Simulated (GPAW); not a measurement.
Wanted: an ASE script for a GPAW 26.7.0 run.

```
Task                : relaxation of cell and atoms
Functional          : PBE
Dispersion          : D3(BJ)
Potentials or basis : GPAW PAW data sets (gpaw-data 1.2.1)
Cutoff              : 600 eV
Basis               : pw
k mesh              : 7 × 7 × 4
Occupations         : fermi-dirac, width 0.05 eV
Spin                : no spin polarisation
Maxiter             : 150
Optimizer           : BFGS
Fmax                : 0.02 eV/Å
Max steps           : 40
```

TaS2:

```
Ta S
1.0
     3.35000    0.00000    0.00000
    -1.67500    2.90119    0.00000
     0.00000    0.00000    5.86000
Ta S
1 2
Direct
  0.00000 0.00000 0.00000
  0.66667 0.33333 0.75000
  0.33333 0.66667 0.25000
```

One way to write it, as run:

run.py

```python
from ase import Atoms
from ase.calculators.mixing import SumCalculator
from ase.filters import FrechetCellFilter
from ase.io import write
from ase.optimize import BFGS
from dftd3.ase import DFTD3
from gpaw import GPAW, PW

atoms = Atoms(['Ta', 'S', 'S'],
              cell=[[3.35, 0.0, 0.0],
                    [-1.675, 2.9011851027, 0.0],
                    [0.0, 0.0, 5.86]],
              scaled_positions=[[0.0, 0.0, 0.0],
                                [0.6666666667, 0.3333333333, 0.75],
                                [0.3333333333, 0.6666666667, 0.25]],
              pbc=True)

calc = GPAW(mode=PW(600),
            xc='PBE',
            kpts={'size': (7, 7, 4), 'gamma': True},
            occupations={'name': 'fermi-dirac', 'width': 0.05},
            nbands=25,
            convergence={'density': 1e-05, 'energy': 1e-05},
            maxiter=150,
            txt='gpaw.txt')
atoms.calc = SumCalculator([calc, DFTD3(method='pbe', damping='d3bj')])
opt = BFGS(FrechetCellFilter(atoms), trajectory='relax.traj', logfile='-')
done = opt.run(fmax=0.02, steps=40)
calc.write('gs.gpw')
write('result.traj', atoms)
print('Converged:', done)
print('Cell:', atoms.cell.cellpar().round(4))
print('Volume:', round(atoms.get_volume(), 4))
print(atoms.get_scaled_positions().round(5))
```

Potentials or basis: GPAW PAW data sets (gpaw-data 1.2.1), pw.

Command:

```sh
$ OMP_NUM_THREADS=1 python run.py
```

It gave:

```yaml
Relaxed_volume: 18.40 Å³/atom
Relaxed_cell: a = 3.327 Å, b = 3.327 Å, c = 5.757 Å, α = 90.00°, β = 90.00°, γ = 120.00°
Space_group_after_relaxing_to_0.05_Å: P-3m1 (No. 164)
Energy_gained_by_relaxing: 35.7 meV/atom
Ionic_steps: 13
Pressure_after_relaxing: 0.0 GPa
Largest_force_after_relaxing: 0.004 eV/Å
Band_gap_on_the_k_mesh: none (metal or under the smearing width)
Dispersion_energy_per_atom: -0.428 eV
```

Caveat: later steps reuse the first step's grids.

Run time: 3.1 min on 1 thread of AMD EPYC 7B13 (Zen 3), on a shared host, peak memory 0.29 GiB.
